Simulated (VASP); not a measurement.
# Rh (P6_3/mmc) in VASP: equation of state

Aim: energy against volume of Rh in PBEsol, for its equilibrium volume and stiffness.

Program: VASP 6.6.1. These are calculated values, not measurements. Logs are shortened: lines on timing, memory, paths and dates and some standing lists are left out, and cuts for length are marked.

### Step 1. Starting point

The structure is hexagonal, space group P6_3/mmc (No. 194). Conventional cell: a = 2.692 Å, b = 2.692 Å, c = 8.798 Å, α = 90.00°, β = 90.00°, γ = 120.00°. Rh (site symmetry -6m2) is surrounded by 12 Rh at 2.69 Å. Rh (site symmetry -3m) is surrounded by 12 Rh at 2.69 Å.

This isn't the form of Rh at room conditions, which is fcc.

### Step 2. Equation of state, PBEsol, 12.97 Å³/atom (volume scaled by 0.94)

INCAR

```
PREC = Accurate
ENCUT = 520
EDIFF = 1E-7
ISMEAR = -1
SIGMA = 0.05
LREAL = F
LASPH = T
NELM = 80
ALGO = Normal
ISIF = 2
LWAVE = F
LCHARG = F
GGA = PS
NBANDS = 38
```

KPOINTS

```
regular mesh
0
Gamma
  11 11 3
```

POSCAR

```
Rh
1.0
    2.6367956413      0.0000000000      0.0000000000
   -1.3183978206      2.2835320100      0.0000000000
    0.0000000000      0.0000000000      8.6184672829
Rh
4
Direct
    0.6666666667      0.3333333333      0.7500000000
    0.0000000000      0.0000000000      0.5000000000
    0.3333333333      0.6666666667      0.2500000000
    0.0000000000      0.0000000000      0.0000000000
```

Potentials or basis: VASP PAW PBE potentials, release 64 (Rh_pv).

Run with:

```
cat potpaw_PBE.64/Rh_pv/POTCAR > POTCAR
mpirun -np 1 vasp_std > vasp.out
```

OUTCAR:

```text
PREC = Accurate
   ENCUT = 520
   EDIFF = 1E-7
   ISMEAR = -1
   LREAL = F
   LASPH = T
   NELM = 80
   ISIF = 2
   GGA = PS

 Found     32 irreducible k-points:

 Following reciprocal coordinates:
            Coordinates               Weight
  0.000000  0.000000  0.000000      1.000000
  0.090909  0.000000  0.000000      6.000000
  0.181818 -0.000000  0.000000      6.000000
  0.272727  0.000000  0.000000      6.000000
  0.363636  0.000000  0.000000      6.000000
  0.454545  0.000000  0.000000      6.000000
   k-points           NKPTS =     32   k-points in BZ     NKDIM =     32   number of bands    NBANDS=     38
   number of dos      NEDOS =    301   number of ions     NIONS =      4
   total plane-waves  NPLWV =  25600
   dimension x,y,z NGX =    20 NGY =   20 NGZ =   64
   dimension x,y,z NGXF=    40 NGYF=   40 NGZF=  128
   ions per type =               4
   NGX,Y,Z   is equivalent  to a cutoff of  12.61, 12.61, 12.35 a.u.
   NGXF,Y,Z  is equivalent  to a cutoff of  25.22, 25.22, 24.69 a.u.
 SYSTEM =  unknown system
   PREC   = accura    normal or accurate (medium, high low for compatibility)
   ISTART =      0    job   : 0-new  1-cont  2-samecut
   ICHARG =      2    charge: 1-file 2-atom 10-const
   ISPIN  =      1    spin polarized calculation?
   LNONCOLLINEAR =      F non collinear calculations
   LSORBIT =      F    spin-orbit coupling
   LASPH  =      T    aspherical Exc in radial PAW
   ENCUT  =  520.0 eV  38.22 Ry    6.18 a.u.   4.90  4.90 16.02*2*pi/ulx,y,z
   NELM   =     80;   NELMIN=  2; NELMDL= -5     # of ELM steps
   EDIFF  = 0.1E-06   stopping-criterion for ELM
   LREAL  =      F    real-space projection
   EDIFFG = 0.1E-05   stopping-criterion for IOM
   NSW    =      0    number of steps for IOM
   IBRION =     -1    ionic relax: 0-MD 1-quasi-New 2-CG
   NFREE  =      0    steps in history (QN), initial steepest desc. (CG)
   ISIF   =      2    stress and relaxation
   ISYM   =      2    0-nonsym 1-usesym 2-fastsym
   POTIM  = 0.5000    time-step for ionic-motion
   TEBEG  =    0.0;   TEEND  =   0.0 temperature during run
   PSTRESS=    0.0 pullay stress
   NELECT =      60.0000    total number of electrons
   NUPDOWN=      -1.0000    fix difference up-down
   EMIN   =  10.00;   EMAX   =-10.00  energy-range for DOS
   EFERMI =   0.00;   METHOD = LEGACY
   ISMEAR =    -1;   SIGMA  =   0.05  broadening in eV -4-tet -1-fermi 0-gaus
   EFERMI_NEDOS =   21; number of points for ismear=-14 and -15
   IALGO  =     38    algorithm
   IMIX   =      4    mixing-type and parameters
     AMIX     =   0.40;   BMIX     =  1.00
     AMIX_MAG =   1.60;   BMIX_MAG =  1.00
  volume/ion in A,a.u.               =      12.97        87.55
  Fermi-wavevector in a.u.,A,eV,Ry     =   1.718254  3.247029 40.169800  2.952397
  Thomas-Fermi vector in A             =   2.795102
   LORBIT       =      0    0 simple, 1 ext, 2 COOP (PROOUT), +10 PAW based schemes
   GGA     = PS    functional components
   LHFCALC =     F    Hartree Fock is set to
   AEXX    =    0.0000 exact exchange contribution
   IVDW    =     0    specifies the selected vdW correction
   LEPSILON=     F    determine dielectric tensor
   LRPA    =     F    only Hartree local field effects (RPA)
 non-spin polarized calculation
  energy-cutoff  :      520.00
  volume of cell :       51.89
 maximum number of plane-waves:      1419
 NGX is ok and might be reduce to    20
   NGX =  9   NGY =  9   NGZ = 33

 number of electron      60.0000011 magnetization

 Free energy of the ion-electron system (eV)
  ---------------------------------------------------
  ext. energy  EPLUGINS =         0.00000000
  ---------------------------------------------------
  free energy    TOTEN  =       -32.39555609 eV

  energy without entropy =      -32.34838572  energy(sigma->0) =      -32.37197090

 E-fermi :  12.8777     XC(G=0): -14.5944

 val. band max:       12.8701356450   @ k =   0.3636   0.0000   0.3333
 cond. band min:      12.8799978043   @ k =   0.3636   0.2727   0.3333
 fundamental gap:      0.0098621593
 Fermi energy:        12.8776825082

 k-point     1 :       0.0000    0.0000    0.0000
  band No.  band energies     occupation
      1     -34.4756      2.00000
      2     -34.0366      2.00000
      3     -34.0362      2.00000
      4     -33.6866      2.00000
      5     -33.6866      2.00000
      6     -33.6297      2.00000
      7     -33.6297      2.00000
      8     -33.6212      2.00000
      9     -33.6212      2.00000
     10     -33.5781      2.00000
     11     -33.5638      2.00000
     12     -33.5638      2.00000
     13       4.3630      2.00000
     14       6.1831      2.00000
     15       6.2065      2.00000
     16       6.2217      2.00000
     17       9.3330      2.00000
     18       9.3679      2.00000
     19       9.4049      2.00000
     20       9.4049      2.00000
     21       9.4498      2.00000
     22       9.4498      2.00000
     23       9.4524      2.00000
     24       9.8719      2.00000
     25       9.8719      2.00000
     26       9.9840      2.00000
     27       9.9840      2.00000
     28      11.2999      2.00000
     29      11.2999      2.00000
     30      11.9484      2.00000
     31      11.9484      2.00000
     32      12.5062      1.99881
     33      12.5062      1.99881
     34      13.3577      0.00014
     35      13.3577      0.00014
     36      13.4315      0.00003
     37      22.0119      0.00000
     38      27.3639      0.00000

 k-point     2 :       0.0909    0.0000    0.0000
  band No.  band energies     occupation
      1     -34.4522      2.00000
      2     -34.0427      2.00000
      3     -34.0426      2.00000
      4     -33.7412      2.00000
      5     -33.7041      2.00000
      6     -33.6724      2.00000
      7     -33.6632      2.00000
      8     -33.6429      2.00000
      9     -33.6345      2.00000
     10     -33.6203      2.00000
     11     -33.5869      2.00000
     12     -33.5727      2.00000
     13       4.6737      2.00000
     14       6.4245      2.00000
     15       6.4938      2.00000
     16       6.5115      2.00000
     17       8.8359      2.00000
     18       9.0716      2.00000
     19       9.2540      2.00000
     20       9.2705      2.00000
     21       9.3702      2.00000
     22       9.6222      2.00000
     23       9.6270      2.00000
     24       9.9234      2.00000
     25      10.1071      2.00000
     26      10.1308      2.00000
     27      10.2002      2.00000
     28      10.9362      2.00000
     29      11.0793      2.00000
     30      11.7084      2.00000
     31      12.0361      2.00000
     32      12.3962      1.99987
     33      12.4719      1.99940
     34      12.6861      1.95758
     35      13.3961      0.00006
     36      15.4341      0.00000
     37      21.9507      0.00000
     38      27.7513      0.00000

 k-point     3 :       0.1818   -0.0000    0.0000
  band No.  band energies     occupation
      1     -34.3867      2.00000
      2     -34.0829      2.00000
      3     -34.0779      2.00000
      4     -33.8815      2.00000
      5     -33.7955      2.00000
      6     -33.7557      2.00000
      7     -33.7496      2.00000
      8     -33.7418      2.00000
      9     -33.6783      2.00000
     10     -33.6699      2.00000
     11     -33.6124      2.00000
     12     -33.5978      2.00000
     13       5.5023      2.00000
     14       6.8836      2.00000
     15       7.1104      2.00000
     16       7.1811      2.00000
     17       8.1901      2.00000
     18       8.4931      2.00000
     19       8.8523      2.00000
     20       8.8731      2.00000
     21       9.2763      2.00000
     22       9.9299      2.00000
     23       9.9849      2.00000
     24      10.0320      2.00000
     25      10.2009      2.00000
     26      10.5182      2.00000
     27      10.7679      2.00000
     28      10.7901      2.00000
     29      10.8216      2.00000
     30      10.8664      2.00000
     31      12.1338      2.00000
     32      12.4274      1.99975
     33      13.1054      0.02084
     34      13.1820      0.00453
     35      13.4911      0.00001
     36      17.6559      0.00000
     37      21.8093      0.00000
     38      28.3657      0.00000

 k-point     4 :       0.2727    0.0000    0.0000
  band No.  band energies     occupation
      1     -34.2995      2.00000
      2     -34.1996      2.00000
      3     -34.1690      2.00000
      4     -34.0550      2.00000
      5     -33.9884      2.00000
      6     -33.8229      2.00000
      7     -33.8070      2.00000
      8     -33.8057      2.00000
      9     -33.7244      2.00000
     10     -33.7159      2.00000
     11     -33.6529      2.00000
     12     -33.6322      2.00000
     13       6.3761      2.00000
     14       6.8429      2.00000
     15       6.9761      2.00000
     16       7.3783      2.00000
     17       7.9821      2.00000
     18       7.9946      2.00000
     19       8.7240      2.00000
     20       8.8242      2.00000
     21       9.4792      2.00000
     22       9.7553      2.00000
     23       9.8899      2.00000
     24      10.1483      2.00000
     25      10.8377      2.00000
     26      10.8427      2.00000
     27      10.9998      2.00000
     28      11.5426      2.00000
     29      11.6829      2.00000
     30      11.8042      2.00000
     31      12.3677      1.99993
     32      12.5841      1.99438
     33      13.5905      0.00000
     34      13.8162      0.00000
     35      13.8303      0.00000
     36      19.8961      0.00000
     37      21.7123      0.00000
     38      26.2484      0.00000

 k-point     5 :       0.3636    0.0000    0.0000
  band No.  band energies     occupation
      1     -34.3487      2.00000
      2     -34.3394      2.00000
      3     -34.2109      2.00000
      4     -34.1662      2.00000
      5     -34.1464      2.00000
      6     -33.8601      2.00000
      7     -33.8582      2.00000
      8     -33.8162      2.00000
      9     -33.7664      2.00000
     10     -33.7580      2.00000
     11     -33.6976      2.00000
     12     -33.6649      2.00000
     13       6.3485      2.00000
     14       6.4078      2.00000
     15       6.5432      2.00000
     16       7.2578      2.00000
     17       7.5552      2.00000
     18       7.9093      2.00000
     19       8.3087      2.00000
     20       9.2159      2.00000
     21       9.4625      2.00000
     22       9.5977      2.00000
     23      10.0350      2.00000
     24      11.1120      2.00000
     25      11.1666      2.00000
     26      11.7651      2.00000
     27      12.1446      2.00000
     28      12.6790      1.96308
     29      12.9055      0.72863
     30      12.9659      0.29247
     31      13.1211      0.01527
     32      13.1274      0.01346
     33      13.6689      0.00000
     34      14.4340      0.00000
     35      14.6227      0.00000
     36      21.4728      0.00000
     37      21.8738      0.00000
     38      23.3839      0.00000

 k-point     6 :       0.4545    0.0000    0.0000
  band No.  band energies     occupation
      1     -34.4446      2.00000
      2     -34.4216      2.00000
      3     -34.3038      2.00000
      4     -34.2697      2.00000
      5     -34.0399      2.00000
      6     -33.9154      2.00000
      7     -33.8880      2.00000
      8     -33.8130      2.00000
      9     -33.7913      2.00000
     10     -33.7828      2.00000
     11     -33.7241      2.00000
     12     -33.6847      2.00000
     13       6.0529      2.00000
     14       6.1222      2.00000
     15       6.3156      2.00000
     16       7.0351      2.00000
     17       7.2979      2.00000
     18       7.9545      2.00000
     19       8.0719      2.00000
     20       8.9778      2.00000
     21       9.4222      2.00000
     22       9.8901      2.00000
     23      10.4166      2.00000
     24      11.1448      2.00000
     25      11.1711      2.00000
     26      13.3755      0.00009
     27      13.4034      0.00005
     28      13.4197      0.00004
     29      13.4450      0.00002
     30      13.5804      0.00000
     31      13.7067      0.00000
     32      13.7751      0.00000
     33      14.0867      0.00000
     34      14.9934      0.00000
     35      16.3400      0.00000
     36      19.1123      0.00000
     37      22.5878      0.00000
     38      22.7100      0.00000

 [... further k-points ...]

------------------------ aborting loop because EDIFF is reached ----------------------------------------

  FORCE on cell =-STRESS in cart. coord.  units (eV):
  Direction    XX          YY          ZZ          XY          YZ          ZX
  --------------------------------------------------------------------------------------
  -------------------------------------------------------------------------------------
  Total        4.6370084      4.6370084      4.0125600      0.0000000      0.0000000      0.0000000
  in kB      143.1643386    143.1643386    123.8849370      0.0000000      0.0000000      0.0000000
  external PRESSURE =     136.7378714 kB  Pullay stress =       0.0000000 kB

 VOLUME and BASIS-vectors are now :
 -----------------------------------------------------------------------------
  energy-cutoff  :      520.00
  volume of cell :       51.89
      direct lattice vectors                 reciprocal lattice vectors
     2.636795641  0.000000000  0.000000000     0.379248200  0.218959050  0.000000000
    -1.318397821  2.283532010  0.000000000     0.000000000  0.437918100  0.000000000
     0.000000000  0.000000000  8.618467283     0.000000000  0.000000000  0.116029912

 POSITION                                       TOTAL-FORCE (eV/Angst)
 -----------------------------------------------------------------------------------
      1.31840      0.76118      6.46385        -0.000000      0.000000     -0.000000
      0.00000      0.00000      4.30923         0.000000      0.000000      0.000000
     -0.00000      1.52235      2.15462         0.000000     -0.000000      0.000000
      0.00000      0.00000      0.00000         0.000000      0.000000      0.000000
 -----------------------------------------------------------------------------------
    total drift:                                0.000000     -0.000000      0.000000

  FREE ENERGIE OF THE ION-ELECTRON SYSTEM (eV)
  ---------------------------------------------------
  free  energy   TOTEN  =       -32.3955560894 eV

  energy  without entropy=      -32.3483857182  energy(sigma->0) =      -32.37197090
```

It took 34 s on 1 thread of AMD EPYC 9R45 (Zen 5), shared host; peak memory 0.16 GiB.

Results:

* Free energy: -32.3956 eV
* Pressure: 13.7 GPa
* Band gap on the k mesh: none (metal or under the smearing width)

Caveat: the PAW data sets were made with another functional, which shifts forces and pressure a little.

### Step 3. Equation of state, PBEsol, 13.25 Å³/atom (volume scaled by 0.96)

INCAR is that of step 2.

KPOINTS is that of step 2.

POSCAR

```
Rh
1.0
    2.6553652365      0.0000000000      0.0000000000
   -1.3276826182      2.2996137512      0.0000000000
    0.0000000000      0.0000000000      8.6791627142
Rh
4
Direct
    0.6666666667      0.3333333333      0.7500000000
    0.0000000000      0.0000000000      0.5000000000
    0.3333333333      0.6666666667      0.2500000000
    0.0000000000      0.0000000000      0.0000000000
```

Potentials or basis: VASP PAW PBE potentials, release 64 (Rh_pv).

Run with:

```
cat potpaw_PBE.64/Rh_pv/POTCAR > POTCAR
mpirun -np 1 vasp_std > vasp.out
```

Run time: 38 s. Hardware: 1 thread of AMD EPYC 9R45 (Zen 5), shared host; peak memory 0.16 GiB.

Results (log left out):

* Free energy: -32.4651 eV
* Pressure: 6.4 GPa
* Band gap on the k mesh: none (metal or under the smearing width)

Caveat: the PAW data sets were made with another functional, which shifts forces and pressure a little.

### Step 4. Equation of state, PBEsol, 13.53 Å³/atom (volume scaled by 0.98)

INCAR is that of step 3.

KPOINTS is that of step 3.

POSCAR

```
Rh
1.0
    2.6736786789      0.0000000000      0.0000000000
   -1.3368393395      2.3154736575      0.0000000000
    0.0000000000      0.0000000000      8.7390209003
Rh
4
Direct
    0.6666666667      0.3333333333      0.7500000000
    0.0000000000      0.0000000000      0.5000000000
    0.3333333333      0.6666666667      0.2500000000
    0.0000000000      0.0000000000      0.0000000000
```

Run with:

```
cat potpaw_PBE.64/Rh_pv/POTCAR > POTCAR
mpirun -np 1 vasp_std > vasp.out
```

Wall time 43 s (1 thread of AMD EPYC 9R45 (Zen 5), shared host); peak memory 0.16 GiB.

The run converged. Its results:

| Property | Result |
| --- | --- |
| Free energy | -32.4878 eV |
| Pressure | 0.0 GPa |
| Band gap on the k mesh | none (metal or under the smearing width) |

Caveat: the PAW data sets were made with another functional, which shifts forces and pressure a little.

### Step 5. Equation of state, PBEsol, 14.08 Å³/atom (volume scaled by 1.02)

INCAR is that of step 4.

KPOINTS is that of step 4.

POSCAR

```
Rh
1.0
    2.7095712663      0.0000000000      0.0000000000
   -1.3547856331      2.3465575500      0.0000000000
    0.0000000000      0.0000000000      8.8563371932
Rh
4
Direct
    0.6666666667      0.3333333333      0.7500000000
    0.0000000000      0.0000000000      0.5000000000
    0.3333333333      0.6666666667      0.2500000000
    0.0000000000      0.0000000000      0.0000000000
```

Run with:

```
cat potpaw_PBE.64/Rh_pv/POTCAR > POTCAR
mpirun -np 1 vasp_std > vasp.out
```

Run time: 41 s. Hardware: 1 thread of AMD EPYC 9R45 (Zen 5), shared host; peak memory 0.16 GiB.

The run converged. Its results:

```yaml
Free_energy: -32.4136 eV
Pressure: -10.6 GPa
Band_gap_on_the_k_mesh: none (metal or under the smearing width)
```

Caveat: the PAW data sets were made with another functional, which shifts forces and pressure a little.

### Step 6. Equation of state, PBEsol, 14.35 Å³/atom (volume scaled by 1.04)

INCAR is that of step 5.

KPOINTS is that of step 5.

POSCAR

```
Rh
1.0
    2.7271663779      0.0000000000      0.0000000000
   -1.3635831889      2.3617953636      0.0000000000
    0.0000000000      0.0000000000      8.9138474877
Rh
4
Direct
    0.6666666667      0.3333333333      0.7500000000
    0.0000000000      0.0000000000      0.5000000000
    0.3333333333      0.6666666667      0.2500000000
    0.0000000000      0.0000000000      0.0000000000
```

Potentials or basis: VASP PAW PBE potentials, release 64 (Rh_pv).

Run with:

```
cat potpaw_PBE.64/Rh_pv/POTCAR > POTCAR
mpirun -np 1 vasp_std > vasp.out
```

Run time: 42 s. Hardware: 1 thread of AMD EPYC 9R45 (Zen 5), shared host; peak memory 0.16 GiB.

Results (log left out):

- Free energy: -32.3260 eV
- Pressure: -15.0 GPa
- Band gap on the k mesh: none (metal or under the smearing width)

Caveat: the PAW data sets were made with another functional, which shifts forces and pressure a little.

### Step 7. Equation of state, PBEsol, 14.63 Å³/atom (volume scaled by 1.06)

INCAR is that of step 6.

KPOINTS is that of step 6.

POSCAR

```
Rh
1.0
    2.7445373327      0.0000000000      0.0000000000
   -1.3722686664      2.3768390518      0.0000000000
    0.0000000000      0.0000000000      8.9706251171
Rh
4
Direct
    0.6666666667      0.3333333333      0.7500000000
    0.0000000000      0.0000000000      0.5000000000
    0.3333333333      0.6666666667      0.2500000000
    0.0000000000      0.0000000000      0.0000000000
```

Run with:

```
cat potpaw_PBE.64/Rh_pv/POTCAR > POTCAR
mpirun -np 1 vasp_std > vasp.out
```

Wall time 43 s (1 thread of AMD EPYC 9R45 (Zen 5), shared host); peak memory 0.17 GiB.

It converged, with:

| Quantity | Value |
| --- | --- |
| Free energy | -32.2101 eV |
| Pressure | -18.8 GPa |
| Band gap on the k mesh | none (metal or under the smearing width) |

Caveat: the PAW data sets were made with another functional, which shifts forces and pressure a little.

### Step 8. Equation of state, PBEsol

Potentials or basis: VASP PAW PBE potentials, release 64 (Rh_pv).

This step only gathers the single runs of the series.

Results:

| Item | Value |
| --- | --- |
| Equilibrium volume | 13.53 Å³/atom |
| Bulk modulus at fixed shape and positions | 293 GPa |
| Pressure derivative of the bulk modulus | 5.2 |

Energy against volume, from the lowest point:
| volume (Å³/atom) | energy (meV/atom) |
| --- | --- |
| 12.973 | 23.06 |
| 13.249 | 5.66 |
| 13.525 | 0.00 |
| 13.801 | 4.71 |
| 14.078 | 18.54 |
| 14.354 | 40.44 |
| 14.630 | 69.41 |

Caveat: the cell was scaled at fixed shape and fractional positions, which overstates the stiffness of a crystal with free parameters, most of all of layers and chains; the PAW data sets were made with another functional, which shifts forces and pressure a little.
